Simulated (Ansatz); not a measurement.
Born–Oppenheimer molecular dynamics of a periodic cell of 16 atoms, WC (start crystal WC, start structure P-6m2, volume 1.15 times the crystal's). It goes on from the last frame of an earlier run, with new velocities.

The calculation used Ansatz, DFT PBE, scalar-relativistic, plane waves, PAW. Settings: PAW set soft_1, cutoff 420 eV, k mesh 2x2x2, fermi-dirac smearing 0.36 eV, no spin polarisation.

| Quantity | Value |
| --- | --- |
| ensemble | NVE (velocity Verlet) |
| time step | 0.75 fs |
| steps asked | 260 |
| starting velocities drawn for | 2520 K |
| seed | 676956 |

First frame:

```xyz
16
Lattice="-3.0021 -5.1998 0.0000 4.5031 -2.5999 0.0000 0.0000 0.0000 5.8900" Properties=species:S:1:pos:R:3
W -0.307 -5.325 -0.190
C 1.392 -4.288 1.339
W -0.621 -5.291 2.867
C 1.327 -4.314 4.448
W -1.802 -2.702 -0.160
C -0.281 -1.965 1.383
W -1.572 -2.670 2.709
C -0.461 -1.923 4.220
W 1.279 -2.789 -0.008
C 2.446 -1.649 1.338
W 1.233 -2.805 3.024
C 2.563 -1.857 4.337
W -0.310 0.053 -0.004
C -1.291 -4.178 1.096
W -0.360 -0.325 2.996
C -1.911 -4.491 4.442
```

What does the run give?

The run went to its last step.

* steps done: 260
* time covered: 195 fs
* mean temperature over the second half: 2928 K
* spread of the potential energy over the second half: 80.6 meV per atom
* mean potential energy of the second half above the start: -49.4 meV per atom

The conserved energy stayed within 0.14 meV per atom of its start (net change 0.078 meV per atom), so the integration is sound. A run of 0.2 ps of so small a system gives no equilibrium averages. Limits of this set-up: coarse k mesh.

What happens to the structure?

Mean squared displacements from the first frame to the last, about the centre of mass: W 0.03 Å², C 0.15 Å². Another seed would give other details.

How do temperature and energy run in time?


```csv
time (fs),T (K),potential energy less start (eV),conserved less start (meV/atom)
0.0,2520,0.000,0.00
9.8,2558,-0.073,0.12
19.5,3864,-2.606,-0.08
29.2,3504,-1.908,0.01
39.0,2834,-0.607,0.10
48.8,3288,-1.489,-0.04
58.5,2776,-0.496,0.03
68.2,2117,0.782,0.10
78.0,2458,0.120,-0.02
87.8,1975,1.058,0.08
97.5,2214,0.592,-0.03
107.2,2310,0.409,0.07
117.0,3093,-1.110,0.01
126.8,3869,-2.617,-0.09
136.5,3180,-1.277,0.12
146.2,3606,-2.105,-0.01
156.0,3700,-2.289,-0.02
165.8,3133,-1.189,0.00
175.5,2362,0.307,0.06
185.2,2074,0.865,0.00
195.0,1709,1.573,0.08
```

Run time: 22 min on 1 thread of Arm Neoverse V1, with other jobs on the host, peak memory 0.54 GiB.
